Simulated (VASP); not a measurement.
A run of VASP 6.6.1:

Contents of run.py:

```python
from ase.calculators.vasp import Vasp
from ase.dft.bandgap import bandgap
from ase.spacegroup import crystal

atoms = crystal(
    ['Ge'],
    basis=[[0.3333333333, 0.6666666667, 0.93709875]],
    spacegroup=194,
    setting=1,
    cellpar=[3.99758584, 3.99758584, 6.59937795, 90.0, 90.0, 120.0],
    primitive_cell=True,
)
calc = Vasp(
    directory='calc',
    xc='pbe',
    pp='PBE',
    setups='gw',
    prec='Accurate',
    encut=550,
    ediff=1e-07,
    ismear=0,
    sigma=0.1,
    lreal=False,
    lasph=True,
    nelm=100,
    algo='Normal',
    isif=2,
    lwave=False,
    lcharg=False,
    kpts=[8, 8, 4],
    gamma=True,
    nbands=36,
)
atoms.calc = calc

print('energy (eV):', atoms.get_potential_energy())
print('free energy (eV):', atoms.get_potential_energy(force_consistent=True))
print('forces (eV/A):')
print(atoms.get_forces())
print('stress (eV/A^3, Voigt):', atoms.get_stress())
print('Fermi level (eV):', calc.get_fermi_level())
gap, top, bottom = bandgap(calc)
print('band gap (eV):', gap, 'from (spin, k, band)', top, 'to', bottom)
```

Potentials or basis: VASP PAW PBE potentials, release 64 (Ge_d_GW).

Launch:

```console
$ python run.py
```

Hardware: 1 thread of Intel(R) Xeon(R) Platinum 8259CL CPU @ 2.50GHz (Skylake/Cascade Lake), with other jobs on the host.

How long does it take, and how much memory?

Run time: 120 s on 1 thread of Intel(R) Xeon(R) Platinum 8259CL CPU @ 2.50GHz (Skylake/Cascade Lake), with other jobs on the host, peak memory 0.24 GiB. Counts: scf iterations 15, k points 30.
